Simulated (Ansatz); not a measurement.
## Nuclear-site quantities of AgCl as the cell is scaled

```yaml
crystal:
  lattice:
    - [1.87091, -5.55660, 0.00000]
    - [1.87091, 5.55660, 0.00000]
    - [0.00000, 0.00000, 3.92404]
  atoms:
    - { symbol: Ag, position: [0.39656, 0.60344, 0.75000] }
    - { symbol: Ag, position: [0.60344, 0.39656, 0.25000] }
    - { symbol: Cl, position: [0.86545, 0.13455, 0.25000] }
    - { symbol: Cl, position: [0.13455, 0.86545, 0.75000] }
```

Atoms are numbered in the order listed.

Structure from Materials Project entry mp-570858 (possibly hypothetical), not relaxed further.

Theory: DFT, PBEsol, all-electron PAW with datasets made for the crystal, scalar-relativistic (Ansatz 0.2.0).

Settings: a Γ-centred 9×9×8 k mesh, Fermi–Dirac smearing of 0.03 eV, cutoff 260 eV (chosen by the program for this cell), no spin polarisation.

The contact density is the mean electron density over the nuclear volume; its changes follow the s electrons' response to bonding and compression. Changes below are taken from the unscaled cell, where it is 946929 e/Å³ at Ag1, 24045.4 e/Å³ at Cl3.

```csv
V/V(cell),P (GPa),Δρ(0) Ag1 (e/Å³),Δρ(0) Cl3 (e/Å³),Vzz Ag1 (10²¹ V/m²),Vzz Cl3 (10²¹ V/m²)
0.9400,0.6,4.20,-0.02,5.16,-5.59
0.9800,-1.9,1.35,0.00,4.88,-5.59
1.0000,-2.9,0.00,0.00,?,-5.59
1.0100,-3.3,?,0.00,4.69,-5.58
1.0400,-4.5,?,0.00,4.50,-5.58
```

(1) Fill in "Vzz Ag1 (10²¹ V/m²)" for the row "1.0000".

(2) Give the missing entry: row "1.0400", column "Δρ(0) Ag1 (e/Å³)".

(3) What belongs in the row "1.0100", column "Δρ(0) Ag1 (e/Å³)"?

The datasets are made afresh for each cell, so very small changes are uncertain.

Answers

(1) 4.75.

(2) -2.63.

(3) -0.66.
